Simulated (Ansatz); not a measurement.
# In (hcp type): the cost of one run

Program: Ansatz 0.2.0. Level of theory: DFT PBE, with the methods named in each step. These are calculated values, not measurements.

This is In in the hcp structure; at room conditions it is tetragonal.

1 further run of the same task is left out (it didn't finish).

**1. The system as given**

It takes space group P6_3/mmc (No. 194, hexagonal). Conventional cell: a = 3.444 Å, b = 3.444 Å, c = 5.410 Å, α = 90.00°, β = 90.00°, γ = 120.00°. In (site symmetry -6m2) is surrounded by 12 In at 3.36 to 3.44 Å.

Coordinates:

```cif
data_structure
_symmetry_space_group_name_H-M 'P 1'
_symmetry_Int_Tables_number 1
_cell_length_a 3.4436
_cell_length_b 3.4436
_cell_length_c 5.4102
_cell_angle_alpha 90.000
_cell_angle_beta 90.000
_cell_angle_gamma 120.000
_cell_volume 55.56
loop_
_atom_site_label
_atom_site_type_symbol
_atom_site_fract_x
_atom_site_fract_y
_atom_site_fract_z
_atom_site_occupancy
In1 In 0.33333 0.66667 0.25000 1
In2 In 0.66667 0.33333 0.75000 1
```

Whether this phase is the stable one at these pressures isn't tested.

Atoms are numbered in the order of the input: In1, In2.

**2. The reference volume, LAPW**

input.yaml

```yaml
crystal:
  lattice:
    - [3.4436155125, 0.0, 0.0]
    - [-1.7218077562, 2.9822585147, 0.0]
    - [0.0, 0.0, 5.4101626312]
  atoms:
    - { symbol: In, position: [0.3333333333, 0.6666666667, 0.25] }
    - { symbol: In, position: [0.6666666667, 0.3333333333, 0.75] }
kpoints:
  mp_grid: { grid: [13, 13, 7] }
  band_path:
    path:
      - [0.0, 0.0, 0.0]
      - [0.5, 0.0, 0.0]
      - [0.3333333333, 0.3333333333, 0.0]
      - [0.0, 0.0, 0.0]
      - [0.0, 0.0, 0.5]
      - [0.5, 0.0, 0.5]
      - [0.3333333333, 0.3333333333, 0.5]
      - [0.0, 0.0, 0.5]
      - [0.5, 0.0, 0.5]
    npoints: 14
scf:
  occupations: { method: fermi_dirac, width: 0.08 }
hamiltonian:
  xc: pbe
  pseudopotentials: { kind: all_electron, lapw: { basis_error: 0.001 } }
output:
  forces: true
  stress: true
  eigenvalues: true
  populations: true
  dos: { projected: true, de: 0.2, e_range: [-14, 8] }
```

Launch:

```bash
$ ansatz run input.yaml --threads 1 --pin off --max-ram 2048MiB --backend cpu --events-out ev --progress --plain --runs-dir out
```

**Question.** How long does this run take on 1 thread of Intel Xeon 6975P-C (Granite Rapids), shared host, and how much memory does it need?

About 12 s, with a peak of 0.4 GiB.
